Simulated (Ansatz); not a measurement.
Theory: Ansatz 0.2.0, DFT PBE, scalar-relativistic, plane waves, PAW. Settings: cutoff 420 eV, Γ-centred meshes spaced at most about 0.3 Å⁻¹, and about 0.25 Å⁻¹ or finer for metals (2π included), Gaussian smearing. No spin polarisation.

Each guess is relaxed in cell and atoms at zero pressure, on a coarse mesh first where it starts far from rest and then on a converged one. The steps can't lower the symmetry of the start, but it can rise. Energies are static (0 K, no zero-point motion).

Two unrelaxed guesses for Mg7O:

A.

```
CELL_PARAMETERS angstrom
0.00000 3.93159 3.93159
3.93159 0.00000 3.93159
3.93159 3.93159 0.00000
ATOMIC_POSITIONS crystal
Mg 0.00000 0.00000 0.50000
Mg 0.50000 0.00000 0.50000
Mg 0.00000 0.50000 0.50000
Mg 0.50000 0.50000 0.00000
Mg 0.00000 0.50000 0.00000
Mg 0.50000 0.00000 0.00000
Mg 0.50000 0.50000 0.50000
O 0.00000 0.00000 0.00000
```

B.

```
CELL_PARAMETERS angstrom
4.69962 0.00000 0.00000
-2.34981 4.06999 0.00000
0.00000 0.00000 6.53095
ATOMIC_POSITIONS crystal
Mg 0.50000 0.00000 0.78034
Mg 0.00000 0.50000 0.78034
Mg 0.50000 0.50000 0.78034
Mg 0.00000 0.50000 0.21966
Mg 0.50000 0.00000 0.21966
Mg 0.50000 0.50000 0.21966
Mg 0.00000 0.00000 0.50000
O 0.00000 0.00000 0.00000
```

**Question.** Do they relax into the same structure? If not, which is lower?

**Answer.** No. A ends lower, by 191 meV/atom. A: Fm-3m at 15.2 Å³/atom → Fm-3m at 20.2 Å³/atom; B: P6/mmm at 15.6 Å³/atom → P6/mmm at 21.2 Å³/atom. Counting Mg atoms around O (those within 1.25 times the shortest such distance or 1.15 times the sum of covalent radii; a plus sign parts nearer from farther groups; the shortest distance is added where it is long for a bond), the end of A has O 12 from 3.1 Å and the end of B has O 2+12 from 2.9 Å. End of A. Conventional cell: a = 8.645 Å. Around Mg on a site of symmetry mmm lie 10 Mg at 3.06 Å and 2 O at 3.06 Å; Mg on a site of symmetry m-3m has 12 Mg at 3.06 Å; O is surrounded by 12 Mg at 3.06 Å (long contacts). End of B. Conventional cell: a = 5.816 Å, c = 5.788 Å. Mg on a site of symmetry 2mm has 6 Mg at 2.88–2.91 Å, 2 O at 3.24 Å and 2 Mg at 3.25 Å; around Mg on a site of symmetry 6/mmm lie 2 O at 2.89 Å and 12 Mg at 3.25 Å; O is surrounded by 2 Mg at 2.89 Å and 12 Mg at 3.24 Å.

Ends held by symmetry can be saddle points.
